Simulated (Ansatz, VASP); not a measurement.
LaH3: VASP beside Ansatz

```
CELL_PARAMETERS angstrom
-1.96763 1.96763 2.79349
1.96763 -1.96763 2.79349
1.96763 1.96763 -2.79349
ATOMIC_POSITIONS crystal
H 0.75000 0.25000 0.50000
H 0.25000 0.75000 0.50000
H 0.50000 0.50000 0.00000
La 0.00000 0.00000 0.00000
```

Alike in both runs: functional r2SCAN; k mesh 10 × 10 × 10; occupations gaussian, width 0.02 eV; no spin polarisation.

Ansatz relaxed the structure, and its values are those at the end. VASP's run is a single point on that final structure, the one shown.

```csv
,VASP,Ansatz
version,VASP 6.6.1,Ansatz 0.2.0
potentials or method,"VASP PAW PBE potentials, release 64 (H, La)","scalar-relativistic, plane waves, PAW"
plane-wave cutoff (eV),520,500
valence electrons in the cell,14,14
```

```tsv
	VASP	Ansatz	Ansatz less VASP
gap on the k mesh at the Fermi level (eV)	0.13	0.13	0.000
least direct gap on the mesh (eV)	0.27	0.27	0.000
pressure (GPa)	-0.4	0.0	+0.35
```

Caveats: the PAW data sets were made with another functional, which shifts forces and pressure a little (VASP); spin-orbit coupling is left out, which moves the levels of the heavy elements.
